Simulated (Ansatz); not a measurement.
AlN built on the rocksalt prototype was put through Ansatz (plane waves). The cell was relaxed with r2SCAN and then strained, so it isn't that functional's minimum.

The cell given to it:
```xyz
2
Lattice="0.0308 2.0093 2.0093 2.0093 0.0308 2.0093 2.0093 2.0093 0.0308" Properties=species:S:1:pos:R:3 pbc="T T T"
Al    0.0000    0.0000    0.0000
N     2.0246    2.0246    2.0246
```

Output, abridged:
```
Pseudopotential: Al, paw, valence charge 3, recommended cutoff 420 eV (normal)
Pseudopotential: N, paw, valence charge 5, recommended cutoff 420 eV (normal)
Functional definition: PBE
Crystal: 2 atoms, lattice volume = 15.851 Å³
Basis set: ecut = 420 eV, 325 PW (Γ)
Bands: 8, of which v1, the nominal top of the filled ones, is band 4 counted from 1 (3 counted from 0)
Symmetry: 12 space group operations
Space group: R-3m (ITA 166)
k-points: 32 of 216
preconditioner: auto → none  [insulator: Δε(μ)=4.724 eV  ℏωp=26.4 eV]
SCF 1 converged in 6 iterations: F = -923.846880 eV  dr2 = 8.89e-12
SCF converged after 6 iterations
Free energy (F): -923.846880 eV
Fermi energy:    11.955610 eV
--- G₀W₀: contour deformation, 6 samples at zero and on the imaginary axis and 2 off it, 216 q-points, 66 empty bands' worth ---
    ik  band        ε_KS         Σx   Σc(E_QP)       V_xc       Z   E_QP_lin       E_QP  E_QP is
     0     3     11.9556   -22.4504     2.9650   -18.6999  0.8030    11.1665    11.1701  root
     0     4     11.9556   -22.4504     2.9650   -18.6999  0.8030    11.1665    11.1701  root
     0     5     18.0827   -12.1323    -4.8015   -18.0093  0.8176    19.1647    19.1582  root
     0     6     23.6429    -5.4230    -5.2437   -11.4078  0.8320    24.3877    24.3840  root
     1     3     11.3256   -22.1046     2.9986   -18.2600  0.8027    10.4752    10.4795  root
     1     4     11.6033   -22.2387     3.0335   -18.3724  0.8025    10.7663    10.7705  root
     1     5     19.0948   -10.9977    -4.9421   -16.9983  0.8178    20.1600    20.1533  root
     1     6     22.8632    -6.9826    -5.4288   -13.3299  0.8182    23.7887    23.7818  root
     2     3     10.7626   -21.8451     3.1280   -17.7998  0.8014     9.8400     9.8453  root
     2     4     10.9993   -21.9786     3.1716   -17.8984  0.8010    10.0855    10.0907  root
     2     5     18.5454    -8.9110    -4.7507   -14.5137  0.8302    19.4014    19.3974  root
     2     6     23.6141    -7.1255    -5.4127   -13.5667  0.8253    24.6508    24.6426  root
     3     3     10.5178   -21.7589     3.1885   -17.6243  0.8006     9.5659     9.5717  root
     3     4     10.7342   -21.8914     3.2353   -17.7169  0.8003     9.7893     9.7950  root
     3     5     18.1218    -8.9071    -4.6451   -14.3739  0.8321    18.9470    18.9434  root
     3     6     22.9696    -7.4122    -5.3208   -13.7831  0.8286    24.0279    24.0196  root
     4     3     10.7831   -21.9199     3.1256   -17.8782  0.8016     9.8617     9.8670  root
     4     4     11.0402   -22.0199     3.1332   -17.9851  0.8017    10.1336    10.1387  root
     4     5     19.9043   -11.6460    -5.1071   -17.9344  0.8105    21.0947    21.0856  root
     4     6     20.9900    -5.5121    -4.9915   -11.1674  0.8376    21.6565    21.6538  root
     6     3      8.9640   -21.2069     3.4822   -16.6401  0.7955     7.8704     7.8794  root
     6     4     10.0346   -21.6839     3.2994   -17.3860  0.7993     9.0294     9.0361  root
     6     5     19.1917    -8.5233    -4.8165   -14.2283  0.8307    20.0847    20.0802  root
     6     6     21.7174    -8.6053    -5.3057   -15.0100  0.8212    22.8250    22.8164  root
     8     3      9.6438   -21.2067     3.2958   -16.8747  0.7994     8.6001     8.6077  root
     8     4     11.2501   -22.0210     3.0477   -18.1097  0.8021    10.3820    10.3865  root
     8     5     20.4096   -10.4876    -5.2454   -16.8548  0.8125    21.5400    21.5314  root
     8     6     21.8214    -7.0275    -5.1992   -13.1042  0.8227    22.7043    22.6989  root
     9     3      9.3448   -21.6668     3.4423   -17.1600  0.7971     8.2720     8.2803  root
     9     4      9.6611   -21.7713     3.4425   -17.2804  0.7974     8.6048     8.6127  root
     9     5     17.9559    -6.2432    -4.5664   -11.4281  0.8447    18.5764    18.5744  root
     9     6     18.6500    -8.8927    -4.7707   -14.6177  0.8363    19.6093    19.6043  root
    10     3      7.8037   -20.9431     3.7191   -16.0500  0.7905     6.6175     6.6297  root
    10     4      9.1483   -21.6368     3.4879   -17.0669  0.7963     8.0577     8.0664  root
    10     5     17.5213    -8.0103    -4.5681   -13.3784  0.8414    18.3245    18.3212  root
    10     6     19.9240    -8.2818    -4.8582   -14.0588  0.8297    20.8477    20.8427  root
  […]
```

The points are ik 0 = (0, 0, 0) (Γ), ik 1 = (0, 0, 1/6), ik 2 = (0, 0, 1/3), ik 3 = (0, 0, -1/2) (L), ik 4 = (0, 1/6, 1/6), ik 6 = (0, 1/6, -1/2), ik 8 = (0, 1/6, -1/6), ik 9 = (0, 1/3, 1/3), ik 10 = (0, 1/3, -1/2), ik 12 = (0, -1/2, -1/2) (X), ik 13 = (1/6, 1/6, 1/6), ik 29 = (1/3, -1/2, -1/2); band 4 is the last filled one.

Q: Which of these blocks stood in the input: relax, gw, phonons, dielectric, magnetization (spin_orbit)?

A: gw. The quasiparticle table needs the gw block.

Q: Which k mesh was typed?

A: 6×6×6, Γ-centred.

Q: How were the bands filled?

A: Fixed occupations.

Wall time 14 s on 1 × NVIDIA H100 80GB HBM3 with 2 threads of AMD EPYC 7R13 Processor (Zen 3) (shared host), load about 0.7 per core; peak host memory 1.2 GiB.

Values at 0 K without nuclear motion; spin polarisation is off, and the phase may be a hypothetical one.
